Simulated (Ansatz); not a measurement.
**Ga in Ansatz: convergence with k mesh**

Ga:

```
Ga
1.0
     2.26150   -3.83050    0.00000
     2.26150    3.83050    0.00000
     0.00000    0.00000    4.52400
Ga
4
Direct
  0.35757 0.64982 0.41385
  0.14332 0.83858 0.91636
  0.65595 0.34610 0.59843
  0.85130 0.16278 0.08640
```

The cell isn't the ideal one: atoms moved at random, drawn with an rms of 0.05 Å.

| Item | Value |
| --- | --- |
| Program | Ansatz 0.2.0 |
| Task | convergence study |
| Functional | PBEsol |
| Potentials or basis | Ansatz PAW |
| Cutoff | 420 eV (not typed: the program's choice for these potentials) |
| k mesh | 2 × 2 × 2 |
| Occupations | fermi-dirac, width 0.05 eV |
| Spin | no spin polarisation |

These are the settings of the first run; the series varies k mesh, with any setting tied to it.

Hardware: 2 threads of Arm Neoverse V1, on a shared host.

Task: The values tried are 2 × 2 × 2, 3 × 3 × 2, 3 × 3 × 3, 4 × 4 × 4, 5 × 5 × 4, 6 × 6 × 5, 8 × 8 × 7, 9 × 9 × 8, 11 × 11 × 10, loosest first. From which on does the pressure stay within 0.1 GPa of the tightest run that finished?

Result: From 4 × 4 × 4 on.

```tsv
k mesh	energy less the tightest run, at zero smearing (meV/atom)	pressure (GPa)	largest force (eV/Å)	SCF cycles	CPU time (s)	peak memory (GiB)
2 × 2 × 2	406.74	2.56	1.051	9	1.8	0.3
3 × 3 × 2	127.93	-1.34	1.023	8	3.1	0.29
3 × 3 × 3	-4.78	-0.91	0.609	9	4.7	0.29
4 × 4 × 4	-18.82	-1.48	0.599	9	10	0.33
5 × 5 × 4	-21.54	-1.59	0.513	9	16	0.35
6 × 6 × 5	-0.01	-1.44	0.451	9	29	0.41
8 × 8 × 7	1.13	-1.52	0.440	9	72	0.63
9 × 9 × 8	2.35	-1.51	0.452	8	88	0.78
11 × 11 × 10	0.00	-1.50	0.488	8	160	1.2
```

Not settled before the last step: the energy (to 1 meV/atom), the largest force (to 0.005 eV/Å). Meshes of other sizes hit other points, so gaps and Fermi surfaces needn't settle smoothly. The tightest run that finished is the yardstick and may itself not be fully converged.

Caveat, for the tightest run too: the PAW data sets come from PBE, with cores solved anew for the run's functional, which leaves a small shift of forces and pressure.
